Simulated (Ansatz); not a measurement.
# P: an axial (c/a) deformation path

The task here is to estimate one member of a computed series from the others.

Computed with Ansatz 0.2.0 (DFT r2SCAN, scalar-relativistic, plane waves, PAW, unless a step's input says otherwise).

1 further run of the same task is left out (set aside as unsound or not needed).

### Starting point

The structure is monoclinic, space group P2/m (No. 10). Conventional cell: a = 2.425 Å, b = 2.439 Å, c = 4.852 Å, α = 90.00°, β = 90.24°, γ = 90.00°. P (site symmetry m) has 6 P at 2.42 to 2.44 Å as nearest neighbours.

Cell or atoms stand a little off a more symmetric structure (Pm-3m at a tolerance of 0.3 Å), so results at this geometry aren't those of that ideal crystal.

As a file:

```
P
1.0
     2.42469    0.00000    0.00000
     0.00000    2.43854    0.00000
    -0.02031    0.00000    4.85243
P
2
Direct
  0.00000 0.00000 0.25057
  0.00000 0.00000 0.74943
```

Source of the structure: the Materials Project (structure only).

Set-up of the first run:

(A quick probe on a coarse mesh, which set the mesh and smearing, is not shown.)

input.yaml

```yaml
crystal:
  lattice:
    - [2.4246941115, 0.0, 0.0]
    - [0.0, 2.4385351442, 0.0]
    - [-0.0203144631, 0.0, 4.8524328982]
  atoms:
    - { symbol: P, position: [0.99999997, 0.0, 0.25057464] }
    - { symbol: P, position: [3.0e-08, 0.0, 0.74942536] }
basis:
  ecutwfc: 500
kpoints:
  mp_grid: { grid: [18, 18, 10] }
hamiltonian:
  xc: r2scan
scf:
  occupations: { method: gaussian, width: 0.1 }
output:
  forces: true
  stress: true
  eigenvalues: true
  write_density: true
  write_potential: true
  elf: true
  volumetric_format: npy
relax:
  adjacent_minimum: "off"
  f_tol: 0.005
  max_steps: 80
  cell: { stress_tol: 0.05 }
```

Started as:

```
$ ansatz run input.yaml --threads 1 --pin off --max-ram 2560MiB --backend cpu --events-out ev --progress --plain --runs-dir out
```

Among the steps run: Full relaxation; The undisturbed cell; ρ = 0.850; At ρ = 1.200; ρ = 0.920; ρ = 1.100; Point ρ = 0.960.

One table of the session follows, with a row left open; its other results are not shown here.

Collected from the runs (energy zero: the undisturbed cell):

```
    ρ  ΔE (meV/atom)  pressure (GPa)
0.850          260.6             7.8
0.920           71.5             2.1
0.960           21.2             0.6
1.000            0.0             0.0
1.100              ?               ?
1.200          160.2             5.5
```

Estimate the missing values for ρ = 1.100.

Worked estimate for «ΔE (meV/atom)». A straight line through the neighbours (1.000, 0.0) and (1.200, 160.2) gives 0.0 + (160.2 − 0.0) × (1.100 − 1.000) / (1.200 − 1.000) = 80.1; a parabola fitted to 3 rows on both sides gives 24.6.

**Answer.** ΔE (meV/atom): 36.0; pressure (GPa): 1.1. In «ΔE (meV/atom)» the line misses by +44.1 and the parabola by -11.4.

Caveats from the session: Warnings in the runs' records: near symmetry operations not taken.
